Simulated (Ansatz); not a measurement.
Structure types of ZnS compared at 0.016 GPa

Structure types of ZnS are relaxed in primitive cells with their symmetry kept at 0.016 GPa, on PAW files; LAPW relaxes the small cells further and takes the PAW cell for the others (marked *). The enthalpy is E + pV at zero temperature, without zero-point motion. Only the types listed were tried, and differences under about 5 meV/atom are mesh noise. The real phase may be another.

Computed with Ansatz 0.2.0; functional PBE, scalar-relativistic. Settings: Fermi–Dirac smearing of 0.05 eV, no spin polarisation. Methods: LAPW: all electrons, basis error target 0.5 meV/atom; PAW: frozen-core files, cutoff 420 eV.

k meshes: rocksalt 14×14×14, CsCl 14×14×14, zincblende 12×12×12, wurtzite 10×10×5, NiAs 11×11×6.

Task: Which type is lowest in enthalpy, and by how much?

Result: zincblende, 3 meV/atom below wurtzite, which is within the noise of the k meshes. The whole table:

```
start type            ends as          a, b, c (Å)  V (Å³/atom)  H − H(lowest), LAPW (meV/atom)  same, PAW
  rocksalt    rocksalt, Fm-3m  5.103, 5.103, 5.103        16.62                           319.3      319.9
      CsCl        CsCl, Pm-3m  3.195, 3.195, 3.195        16.31                           966.4      967.6
zincblende  zincblende, F-43m  5.443, 5.443, 5.443        20.16                             0.0        0.0
 wurtzite*   wurtzite, P6_3mc  3.845, 3.845, 6.305        20.18                             2.9        2.9
     NiAs*     NiAs, P6_3/mmc  3.624, 3.624, 5.914        16.82                           339.3      340.1
```
